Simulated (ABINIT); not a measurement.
Crystal: Pb.

```xyz
1
Lattice="0.0000 2.4750 2.4750 2.4750 0.0000 2.4750 2.4750 2.4750 0.0000" Properties=species:S:1:pos:R:3 pbc="T T T"
Pb    0.0000    0.0000    0.0000
```

Base run:

* Program: ABINIT 10.8.3 (patched build)
* Functional: AM05
* Potentials or basis: JTH PAW PBE v2.0
* Cutoff: 707 eV
* k mesh: 9 × 9 × 9
* Occupations: fermi-dirac, width 0.05 eV
* Spin: no spin polarisation

Its results: band gap on the k mesh none (metal or under the smearing width); pressure -0.7 GPa.

**Question.** The run is repeated on the same cell with these changes: functional from AM05 to SCAN. What comes out?

**Answer.** Band gap on the k mesh none (metal or under the smearing width); pressure -0.1 GPa.

Caveats: the PAW data sets were made with another functional, which shifts forces and pressure a little.
